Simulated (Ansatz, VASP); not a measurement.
One calculation of Ga, two programs

```
CELL_PARAMETERS angstrom
2.66069 0.00000 0.00000
0.00000 2.66069 0.00000
0.00000 0.00000 2.66172
ATOMIC_POSITIONS crystal
Ga 0.00000 0.00000 0.00000
```

Alike in both runs: functional PBE; k mesh 20 × 20 × 20; occupations gaussian, width 0.1 eV; no spin polarisation.

Ansatz relaxed the structure, and its values are those at the end. VASP's run is a single point on that final structure, the one shown.

|  | VASP | Ansatz |
| --- | --- | --- |
| version | VASP 6.6.1 | Ansatz 0.2.0 |
| potentials or method | VASP PAW PBE potentials, release 64 (Ga_d) | scalar-relativistic, plane waves, PAW |
| plane-wave cutoff (eV) | 520 | 420 |
| valence electrons in the cell | 13 | 13 |

Ansatz gave:

- gap on the k mesh at the Fermi level (eV): none
- pressure (GPa): 3.4

Question: What did VASP give for the same quantities?

Answer: gap on the k mesh at the Fermi level (eV): none; pressure (GPa): 3.5.

A gap of «none» marks a metal or a gap that the smearing closes.
